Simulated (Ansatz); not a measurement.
A relaxation computed with Ansatz, from input to last step.

```yaml
crystal:
  lattice:
    - [4.1441162574, 0.0, 0.0]
    - [0.0, 4.1441162574, 0.0]
    - [0.0, 0.0, 5.9039978346]
  atoms:
    - { symbol: Cd, position: [0.0, 0.0, 0.5] }
    - { symbol: Ge, position: [0.5, 0.5, 0.0] }
    - { symbol: As, position: [0.5, 0.0, 0.7697097067] }
    - { symbol: As, position: [0.0, 0.5, 0.2302902933] }
basis:
  ecutwfc: 420
kpoints:
  mp_grid: { grid: [10, 10, 8] }
hamiltonian:
  xc: pbesol
scf:
  occupations: { method: gaussian, width: 0.1 }
output:
  forces: true
  stress: true
  eigenvalues: true
relax:
  adjacent_minimum: "off"
  f_tol: 0.01
  max_steps: 60
  cell: { stress_tol: 0.1 }
```

```bash
ansatz run input.yaml --threads 1 --pin off --max-ram 2560MiB --backend cpu --events-out ev --progress --plain --runs-dir out
```

Level of theory: DFT PBEsol, scalar-relativistic, plane waves, PAW (Ansatz 0.2.0).

Of 5 frames 4 are shown, positions in Å and forces in eV/Å; the SCF threshold varies from step to step. Steps run on the plane waves of an earlier cell, with a Pulay correction in the pressure. The basis is chosen afresh for the last frame, the zero of the energies, and at times for earlier ones too; energy and pressure step there, also at an unchanged geometry.

```xyz
4
Lattice="4.1441 0.0000 0.0000 0.0000 4.1441 0.0000 0.0000 0.0000 5.9040" Properties=species:S:1:pos:R:3:forces:R:3 pbc="T T T" step=1 free_energy_over_end_meV_per_atom=8.38 pressure_GPa=-0.40
Cd    0.0000    0.0000    2.9520    0.0000    0.0000    0.0000
Ge    2.0721    2.0721    0.0000    0.0000    0.0000    0.0000
As    2.0721    0.0000    4.5444    0.0000    0.0000   -0.4201
As    0.0000    2.0721    1.3596    0.0000    0.0000    0.4201
4
Lattice="4.0675 0.0000 0.0000 0.0000 4.0675 0.0000 0.0000 0.0000 6.0385" Properties=species:S:1:pos:R:3:forces:R:3 pbc="T T T" step=2 free_energy_over_end_meV_per_atom=2.71 pressure_GPa=0.39
Cd    0.0000    0.0000    3.0193    0.0000    0.0000    0.0000
Ge    2.0337    2.0337    0.0000    0.0000    0.0000    0.0000
As    2.0337    0.0000    4.5865    0.0000    0.0000    0.3439
As    0.0000    2.0337    1.4521    0.0000    0.0000   -0.3439
4
Lattice="4.0828 0.0000 0.0000 0.0000 4.0828 0.0000 0.0000 0.0000 6.0321" Properties=species:S:1:pos:R:3:forces:R:3 pbc="T T T" step=3 free_energy_over_end_meV_per_atom=0.15 pressure_GPa=-0.02
Cd    0.0000    0.0000    3.0160    0.0000    0.0000    0.0000
Ge    2.0414    2.0414    0.0000    0.0000    0.0000    0.0000
As    2.0414    0.0000    4.6094    0.0000    0.0000    0.0120
As    0.0000    2.0414    1.4227    0.0000    0.0000   -0.0120
4
Lattice="4.0735 0.0000 0.0000 0.0000 4.0735 0.0000 0.0000 0.0000 6.0577" Properties=species:S:1:pos:R:3:forces:R:3 pbc="T T T" step=5 free_energy_over_end_meV_per_atom=0.00 pressure_GPa=-0.02
Cd    0.0000    0.0000    3.0289    0.0000    0.0000    0.0000
Ge    2.0368    2.0368    0.0000    0.0000    0.0000    0.0000
As    2.0368    0.0000    4.6311    0.0000    0.0000    0.0041
As    0.0000    2.0368    1.4266    0.0000    0.0000   -0.0041
```

Time: 90 s on 1 thread of Intel(R) Xeon(R) 6975P-C (Granite Rapids), on a shared host, peak memory 0.64 GiB.